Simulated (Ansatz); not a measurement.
# LiCl (P1) in Ansatz: convergence with scf convergence dr2 threshold

Aim: find how far scf convergence dr2 threshold must go before the results for LiCl settle, at PBEsol. This setting moves, with any that are tied to it; all else stays.

All numbers are computed with Ansatz 0.2.0; they aren't measurements. Logs are shortened: lines on timing, memory, paths and dates and some standing lists are left out, and cuts for length are marked.

### Step 1. The cell of the first run

The typed cell holds 2 atoms: a = 3.627 Å, b = 3.627 Å, c = 3.627 Å, α = 60.00°, β = 60.00°, γ = 60.00°.

The cell isn't the ideal one: atoms moved at random, drawn with an rms of 0.05 Å.

### Step 2. With scf convergence dr2 threshold 0.01

Contents of input.yaml:

```yaml
crystal:
  lattice:
    - [0.0, 2.56477, 2.56477]
    - [2.56477, 0.0, 2.56477]
    - [2.56477, 2.56477, 0.0]
  atoms:
    - { symbol: Cl, position: [0.494358, 0.520088, 0.481594] }
    - { symbol: Li, position: [0.007381, -0.022718, 0.003587] }
hamiltonian:
  xc: pbesol
  pseudopotentials: { kind: paw, level: accurate }
kpoints:
  mp_grid: { grid: [7, 7, 7] }
scf:
  occupations: { method: methfessel_paxton, width: 0.05 }
  convergence: { dr2_threshold: 0.01 }
output:
  forces: true
  stress: true
  eigenvalues: true
```

Potentials or basis: Ansatz PAW earlier set.

Command:

```bash
> ansatz run input.yaml --threads 2 --pin off --max-ram 5632MiB --backend cpu --events-out ev --progress --plain --runs-dir out
```

Wall time 8.8 s (2 threads of Arm Neoverse V1, shared host); peak memory 0.55 GiB.

Results:

- Free energy: -1267.3348 eV
- Pressure: -1.1 GPa
- Largest force: 0.091 eV/Å
- Band gap on the k mesh: 6.11 eV, direct

### Step 3. With scf convergence dr2 threshold 0.001

input.yaml: that of step 2 with these lines changed.

```diff
@@ -15,3 +15,3 @@
   occupations: { method: methfessel_paxton, width: 0.05 }
-  convergence: { dr2_threshold: 0.01 }
+  convergence: { dr2_threshold: 0.001 }
 output:
```

Potentials or basis: Ansatz PAW earlier set.

Command:

```bash
> ansatz run input.yaml --threads 2 --pin off --max-ram 5632MiB --backend cpu --events-out ev --progress --plain --runs-dir out
```

Wall time 8.8 s (2 threads of Arm Neoverse V1, shared host); peak memory 0.55 GiB.

Results:

```
Free energy            : -1267.3348 eV
Pressure               : -1.1 GPa
Largest force          : 0.091 eV/Å
Band gap on the k mesh : 6.11 eV, direct
```

### Step 4. With scf convergence dr2 threshold 0.0001

input.yaml: that of step 3 with these lines changed.

```diff
@@ -15,3 +15,3 @@
   occupations: { method: methfessel_paxton, width: 0.05 }
-  convergence: { dr2_threshold: 0.001 }
+  convergence: { dr2_threshold: 0.0001 }
 output:
```

Command:

```bash
> ansatz run input.yaml --threads 2 --pin off --max-ram 5632MiB --backend cpu --events-out ev --progress --plain --runs-dir out
```

Run time: 9 s. Hardware: 2 threads of Arm Neoverse V1, shared host; peak memory 0.55 GiB.

Results:

| Item | Value |
| --- | --- |
| Free energy | -1267.3348 eV |
| Pressure | -1.1 GPa |
| Largest force | 0.091 eV/Å |
| Band gap on the k mesh | 6.11 eV, direct |

### Step 5. With scf convergence dr2 threshold 1e-05

input.yaml: that of step 4 with these lines changed.

```diff
@@ -15,3 +15,3 @@
   occupations: { method: methfessel_paxton, width: 0.05 }
-  convergence: { dr2_threshold: 0.0001 }
+  convergence: { dr2_threshold: 1.0e-05 }
 output:
```

Command:

```bash
> ansatz run input.yaml --threads 2 --pin off --max-ram 5632MiB --backend cpu --events-out ev --progress --plain --runs-dir out
```

It took 8.9 s on 2 threads of Arm Neoverse V1, shared host; peak memory 0.55 GiB.

Results:

| Quantity | Value |
| --- | --- |
| Free energy | -1267.3348 eV |
| Pressure | -1.1 GPa |
| Largest force | 0.091 eV/Å |
| Band gap on the k mesh | 6.11 eV, direct |

### Step 6. With scf convergence dr2 threshold 1e-06

input.yaml: that of step 5 with these lines changed.

```diff
@@ -15,3 +15,3 @@
   occupations: { method: methfessel_paxton, width: 0.05 }
-  convergence: { dr2_threshold: 1.0e-05 }
+  convergence: { dr2_threshold: 1.0e-06 }
 output:
```

Potentials or basis: Ansatz PAW earlier set.

Command:

```bash
> ansatz run input.yaml --threads 2 --pin off --max-ram 5632MiB --backend cpu --events-out ev --progress --plain --runs-dir out
```

Run time: 9.2 s. Hardware: 2 threads of Arm Neoverse V1, shared host; peak memory 0.55 GiB.

It converged, with:

```yaml
Free_energy: -1267.3348 eV
Pressure: -1.1 GPa
Largest_force: 0.091 eV/Å
Band_gap_on_the_k_mesh: 6.11 eV, direct
```

### Step 7. With scf convergence dr2 threshold 1e-07

input.yaml: that of step 6 with these lines changed.

```diff
@@ -15,3 +15,3 @@
   occupations: { method: methfessel_paxton, width: 0.05 }
-  convergence: { dr2_threshold: 1.0e-06 }
+  convergence: { dr2_threshold: 1.0e-07 }
 output:
```

Command:

```bash
> ansatz run input.yaml --threads 2 --pin off --max-ram 5632MiB --backend cpu --events-out ev --progress --plain --runs-dir out
```

Wall time 8.7 s (2 threads of Arm Neoverse V1, shared host); peak memory 0.55 GiB.

It converged, with:

* Free energy: -1267.3348 eV
* Pressure: -1.1 GPa
* Largest force: 0.091 eV/Å
* Band gap on the k mesh: 6.11 eV, direct

### Step 8. With scf convergence dr2 threshold 1e-09

input.yaml: that of step 7 with these lines changed.

```diff
@@ -15,3 +15,3 @@
   occupations: { method: methfessel_paxton, width: 0.05 }
-  convergence: { dr2_threshold: 1.0e-07 }
+  convergence: { dr2_threshold: 1.0e-09 }
 output:
```

Command:

```bash
> ansatz run input.yaml --threads 2 --pin off --max-ram 5632MiB --backend cpu --events-out ev --progress --plain --runs-dir out
```

Wall time 10 s (2 threads of Arm Neoverse V1, shared host); peak memory 0.55 GiB.

Results (log left out):

| Property | Result |
| --- | --- |
| Free energy | -1267.3348 eV |
| Pressure | -1.1 GPa |
| Largest force | 0.091 eV/Å |
| Band gap on the k mesh | 6.11 eV, direct |

### Step 9. With scf convergence dr2 threshold 1e-11

input.yaml: that of step 8 with these lines changed.

```diff
@@ -15,3 +15,3 @@
   occupations: { method: methfessel_paxton, width: 0.05 }
-  convergence: { dr2_threshold: 1.0e-09 }
+  convergence: { dr2_threshold: 1.0e-11 }
 output:
```

Potentials or basis: Ansatz PAW earlier set.

Command:

```bash
> ansatz run input.yaml --threads 2 --pin off --max-ram 5632MiB --backend cpu --events-out ev --progress --plain --runs-dir out
```

What it wrote:

```text
Warning: RAYON_NUM_THREADS=2 ignored (pool sized by the plan → 2); use --threads N
Engine: ansatz 0.2.0, aarch64-unknown-linux-gnu
Pseudopotentials: kind: paw, level: accurate
Pseudopotential: Cl, paw, valence charge 7, recommended cutoff 900 eV (high), Cl.paw.azcp
Pseudopotential: Li, paw, valence charge 3, recommended cutoff 780 eV (high), Li.paw.azcp
Functional definition: PBEsol
  exchange = pbesol_x
  correlation = pbesol_c
Crystal: 2 atoms, lattice volume = 33.742 Å³
Basis set: ecut = 900 eV, 2085 PW (Γ), exchange–correlation on 90×90×90 points (8 copies of the dense FFT grid, shifted against one another)
Bands: 9, of which v1, the nominal top of the filled ones, is band 5 counted from 1 (4 counted from 0)
Symmetry: 1 space group operations
Space group: P1 (ITA 1), of the structure as read, at distance tolerance 3.2e-5 Å
k-points: 172 of 343 (time reversal used)
Non-local potential: Cl, projectors of the file, l = 0: 2, l = 1: 2, l = 2: 2, l = 3: 1
Non-local potential: Li, projectors of the file, l = 0: 2, l = 1: 1, l = 2: 2
PAW form: soft (Blöchl's): semilocal exchange-correlation on the pseudo side does not see the compensation charge
PAW frozen core: Cl, regenerated for the run's functional, and the local potential with it (the file was generated under x = pbe(κ = 0.804, μ = 0.2195149727645171), c = pbe(β = 0.06672455060314922))
PAW one-centre angular grid: Cl, 194 points (default); XC on 64 Gauss nodes
PAW one-centre angular grid: Li, 110 points (default); XC on 64 Gauss nodes
Initial density: superposition of atomic densities (chi_scale 0.1, normalization cell, long waves kept (reshape's long-wave potential 0.00 eV rms))
Initial wavefunctions: pseudopotential atomic-orbital guess
Functional: x = pbesol(κ = 0.804, μ = 0.12345679012345678), c = pbesol(β = 0.046)
SCF iter   1: F=—  HF=-1267.507244 eV  |F-HF|=—  |Δ(HF+E_count)|=         —  Δρ=5.20e-2  dr2=3.90e-1  ethr=3.10e-3  ⟨swp⟩=5.5  Hψ=13639  notcnv=0
preconditioner: auto → none  [insulator: Δε(μ)=5.569 eV  Ē_g=13.615 eV  σ=0.050 eV  W_gap=1.00  n_scr=8 (ndim 8)  ℏωp=18.1 eV  f_vac=0.001  D(μ)=0.00/eV (n_scr^D=0)  ε∞_Penn≈2.8]
SCF iter   2: F=—  HF=-1267.347175 eV  |F-HF|=—  |Δ(HF+E_count)|=   1.60e-1  S|Δr|=    0.00e0  Δρ=2.24e-2  dr2=5.36e-2  ethr=3.10e-3  ⟨swp⟩=3.1  Hψ=4317  notcnv=0
SCF iter   3: F=—  HF=-1267.334337 eV  |F-HF|=—  |Δ(HF+E_count)|=   1.28e-2  S|Δr|=    0.00e0  Δρ=5.64e-3  dr2=3.55e-3  ethr=5.36e-4  ⟨swp⟩=2.0  Hψ=3096  notcnv=0
SCF iter   4: F=—  HF=-1267.334741 eV  |F-HF|=—  |Δ(HF+E_count)|=   4.04e-4  S|Δr|=    0.00e0  Δρ=1.07e-3  dr2=9.57e-5  ethr=3.55e-5  ⟨swp⟩=2.1  Hψ=3094  notcnv=0
SCF iter   5: F=—  HF=-1267.334805 eV  |F-HF|=—  |Δ(HF+E_count)|=   6.38e-5  S|Δr|=    0.00e0  Δρ=8.50e-5  dr2=2.30e-6  ethr=9.57e-7  ⟨swp⟩=2.5  Hψ=2388  notcnv=0
SCF iter   6: F=—  HF=-1267.334802 eV  |F-HF|=—  |Δ(HF+E_count)|=   3.28e-6  S|Δr|=    0.00e0  Δρ=2.37e-5  dr2=9.43e-8  ethr=2.30e-8  ⟨swp⟩=2.3  Hψ=2108  notcnv=0
SCF iter   7: F=—  HF=-1267.334803 eV  |F-HF|=—  |Δ(HF+E_count)|=   9.89e-7  S|Δr|=    0.00e0  Δρ=1.61e-6  dr2=5.67e-10  ethr=9.43e-10  ⟨swp⟩=2.1  Hψ=2207  notcnv=0
SCF iter   8: F=-1267.334803 eV  HF=-1267.334803 eV  |F-HF|=1.50e-11  |Δ(HF+E_count)|=  8.89e-10  S|Δr|=    0.00e0  Δρ=2.13e-7  dr2=9.60e-12  ethr=1.00e-12  ⟨swp⟩=5.1  Hψ=7732  notcnv=0
SCF 1 converged in 8 iterations: F = -1267.334803 eV  dr2 = 9.60e-12
SCF converged after 8 iterations
Stability not checked: this state was not tested for a lower state beside it, because cold or Methfessel-Paxton smearing, or corrected tetrahedra, fill the levels in a way that the test cannot read (fill_not_monotonic; see scf.lower_state_search)
Free energy (F): -1267.334803 eV
Harris-Foulkes:  -1267.334803 eV  (|F-HF|=1.50e-11)
Internal energy: -1267.334803 eV  (E = F + TS)
E sigma→0 (E₀):  -1267.334803 eV
Fermi energy:    4.689002 eV
Step filling:    the computed levels leave a gap of 6.1117 eV = 122.2 smearing widths at the electron count; against every level under it full and every level over it empty, smearing changes F+E_penalty+E_count by +0.00e0 meV and its σ→0 estimate by +0.00e0 meV
--- Per-component energies (eV) ---
  E_band       = -102.833495
  E_kinetic    = 222.254635
  E_local      = -402.852163  (includes V_loc(G=0)·N_el)
  E_nonlocal   = 34.845756
  E_hartree    = 106.816804
  E_xc         = -142.366024
  E_vxc        = -151.583901  (∫ρ·V_xc dr)
  E_paw        = -648.936165  (= ΣΔE_a)
  E_vpaw       = -19.131451  (= ΣTr[D̂ρ^β])
  E_aug_tail   = 0.000034  (compensation charges beyond the density's cutoff)
  E_ewald      = -437.176207
  E_core_change = 0.078527  (= ΣΔE_core)
  E_smearing   = -0.000000  (= −TS)
  E_closure    = 0.000000  (closes the sum)
  Σ components = -1267.334803   (vs F -1267.334803, Δ=0.00e0)
--- Forces (eV/Å), atoms counted from 1 ---
  atom   1  Cl    -0.03574456     0.06435741    -0.05319659
  atom   2  Li     0.03574480    -0.06435809     0.05319690
  max |Σ_I F_I| component: 6.73e-7 eV/Å
--- Stress (GPa, compression-positive) ---
       -1.181206       0.008984      -0.007318
        0.008984      -0.964350       0.013576
       -0.007318       0.013576      -1.057633
  P = ⅓ Tr σ = -1.0677 GPa (-10.677 kbar)
--- Band table (eV; the first three rows and the last of 172) ---
  k-point 0: bands = ["-41.1873", "-11.7694", "1.6094", "1.6174", "1.6332", "7.7449", "13.1920", "13.2331", "13.2613"]
  k-point 1: bands = ["-41.1867", "-11.6706", "0.9366", "1.5551", "1.5771", "8.3157", "12.3841", "13.0763", "13.1117"]
  k-point 2: bands = ["-41.1854", "-11.4331", "-0.2942", "1.4406", "1.4606", "8.5989", "11.8404", "11.8465", "12.6590"]
  k-point 171: bands = ["-41.1840", "-11.1398", "-1.1092", "0.7520", "1.2454", "8.9308", "10.8457", "11.5019", "13.7941"]
```

It took 9.4 s on 2 threads of Arm Neoverse V1, shared host; peak memory 0.55 GiB.

What came out:

```yaml
Free_energy: -1267.3348 eV
Pressure: -1.1 GPa
Largest_force: 0.091 eV/Å
Band_gap_on_the_k_mesh: 6.11 eV, direct
```

### Step 10. The series at a glance

| scf convergence dr2 threshold | energy less the tightest run, at zero smearing (meV/atom) | gap on the mesh (eV) | SCF cycles | CPU time (s) | peak memory (GiB) |
| --- | --- | --- | --- | --- | --- |
| 0.01 | 0.01 | 6.107 | 4 | 17 | 0.55 |
| 0.001 | 0.01 | 6.107 | 4 | 17 | 0.55 |
| 0.0001 | 0.00 | 6.111 | 5 | 18 | 0.55 |
| 1e-05 | 0.00 | 6.111 | 5 | 18 | 0.55 |
| 1e-06 | 0.00 | 6.111 | 6 | 18 | 0.55 |
| 1e-07 | 0.00 | 6.111 | 6 | 17 | 0.55 |
| 1e-09 | 0.00 | 6.112 | 8 | 20 | 0.55 |
| 1e-11 | 0.00 | 6.112 | 8 | 19 | 0.55 |

Against the tightest run, the energy stays within 1 meV/atom from 0.01 on; the gap on the mesh stays within 0.01 eV from 0.01 on. The tightest run that finished is the yardstick and may itself not be fully converged.

Caveats: odd divisions of the mesh miss points on the zone boundary, where band edges often lie, so the gap on the mesh can be too wide; the PAW data sets come from PBE, with cores solved anew for the run's functional, which leaves a small shift of forces and pressure.
